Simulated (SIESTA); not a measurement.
## TiAl under changes of volume

One of the cells (16.653 Å³/atom); the others are scaled copies at fixed shape and fractional positions:

```
Ti Al
1.0
     2.86726    0.00000    0.00000
    -1.43363    2.48312    0.00000
     0.00000    0.00000    4.67808
Ti Al
1 1
Direct
  0.00000 0.00000 0.00000
  0.33333 0.66667 0.50000
```

The cell comes from a database or a generator and needn't be the stable form of this composition.

| Quantity | Value |
| --- | --- |
| Program | SIESTA 5.4.2 |
| Functional | LDA |
| Potentials or basis | PseudoDojo 0.4 standard (LDA files) |
| Basis | DZP (energy shift 0.003 Ry; two zetas on semicore shells) |
| Grid cutoff | 800 Ry |
| Energy shift | 0.003 Ry |
| k mesh | 11 × 11 × 6 |
| Occupations | fermi-dirac, width 0.05 eV |
| Spin | no spin polarisation |

| volume (Å³/atom) | energy over the lowest point (meV/atom) | pressure (GPa) |
| --- | --- | --- |
| 15.654 | 0.00 | 1.0 |
| 15.987 | 0.82 | -1.5 |
| 16.320 | 6.53 | -3.8 |
| 16.653 | 16.64 | -5.8 |
| 16.986 | 30.73 | -7.6 |
| 17.320 | 48.47 | -9.3 |
| 17.653 | ? | ? |

Q: What does the run at 17.653 Å³/atom give?

A: Energy over the lowest point 69.47 meV/atom; pressure -10.8 GPa.

Worked out: A Birch-Murnaghan fit of order 3 (a polynomial in V^(-2/3)) to the other rows has its minimum at 15.77 Å³/atom with B0 = V·E''(V) = 119 GPa and B' = 3.9 at fixed shape and positions, which overstates the stiffness. It gives 69.40 meV/atom at 17.653 Å³/atom, against the run's 69.47, and -dE/dV = -10.8 GPa, against -10.8.

Energies are extrapolated to zero smearing.

Caveats: the basis of atomic orbitals isn't converged, which shifts pressures, moduli and gaps.
